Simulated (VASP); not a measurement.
A run of VASP 6.6.1 is set up as follows.

File INCAR:

```
ALGO = Normal
EDIFF = 1E-7
ENCUT = 520
GGA = PS
ISIF = 2
ISMEAR = -1
ISPIN = 2
LASPH = T
LCHARG = T
LELF = T
LMAXMIX = 6
LORBIT = 11
LREAL = F
LVHAR = T
LWAVE = F
MAGMOM = 3
NBANDS = 17
NELM = 150
PREC = Accurate
SIGMA = 0.1
```

KPOINTS

```
k-points
0
Gamma
  8 8 8
```

POSCAR

```
Nd
1.0
    0.0000000000      2.3911096293      2.3911096293
    2.3911096293      0.0000000000      2.3911096293
    2.3911096293      2.3911096293      0.0000000000
Nd
1
Direct
    0.0000000000      0.0000000000      0.0000000000
```

Potentials or basis: VASP PAW PBE potentials, release 64 (Nd).

The run is started by

```bash
$ cat potpaw_PBE.64/Nd/POTCAR > POTCAR
$ mpirun -np 1 vasp_std > vasp.out
```

**Question.** What does it give for the site moments?

**Answer.** Nd +3.21 μB.

**Question.** What does it give for the pressure?

**Answer.** 0.3 GPa.

**Question.** What does it give for the band gap on the k mesh?

**Answer.** None (metal or under the smearing width).

Caveat: the magnetic or orbital state may not be the lowest; the PAW data sets were made with another functional, which shifts forces and pressure a little; spin-orbit coupling is left out, which moves the levels of the heavy elements. The state reached can hang on the start; a lower one may exist.
